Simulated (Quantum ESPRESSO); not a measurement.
GaN under changes of volume

One of the cells (11.444 Å³/atom); the others are scaled copies at fixed shape and fractional positions:

```
Ga N
1.0
     0.00000    2.25350    2.25350
     2.25350    0.00000    2.25350
     2.25350    2.25350    0.00000
Ga N
1 1
Cartesian
  0.0000 0.0000 0.0000
  1.1268 1.1268 1.1268
```

The cell is a database's computed one.

| Item | Value |
| --- | --- |
| Program | Quantum ESPRESSO 7.5 |
| Functional | LDA |
| Potentials or basis | PseudoDojo 0.4.1 SR LDA standard |
| Cutoff | 1143 eV |
| Density cutoff | 4572 eV |
| k mesh | 10 × 10 × 10 |
| Occupations | fermi-dirac, width 0.05 eV |
| Spin | no spin polarisation |

```tsv
volume (Å³/atom)	energy over the lowest point (meV/atom)	pressure (GPa)	gap on the mesh (eV)
10.757	4.58	5.5	2.18
10.986	0.00	1.0	2.04
11.215	1.58	-3.1	1.90
11.444	?	?	?
11.673	20.71	-10.0	1.64
11.902	37.15	-12.9	1.51
12.131	57.52	-15.5	1.39
```

Question: What does the run at 11.444 Å³/atom give?

Answer: Energy over the lowest point 8.68 meV/atom; pressure -6.8 GPa; gap on the mesh 1.77 eV.

Worked out: A Birch-Murnaghan fit of order 3 (a polynomial in V^(-2/3)) to the other rows has its minimum at 11.04 Å³/atom with B0 = V·E''(V) = 203 GPa and B' = 4.4. It gives 8.68 meV/atom at 11.444 Å³/atom, against the run's 8.68, and -dE/dV = -6.8 GPa, against -6.8. A straight line through the other rows of the gap, of slope -6.58 eV per unit of ln V (its deformation potential), gives 1.77 eV, against the run's 1.77.

Energies are extrapolated to zero smearing.

Spin-orbit coupling on Ga is left out.
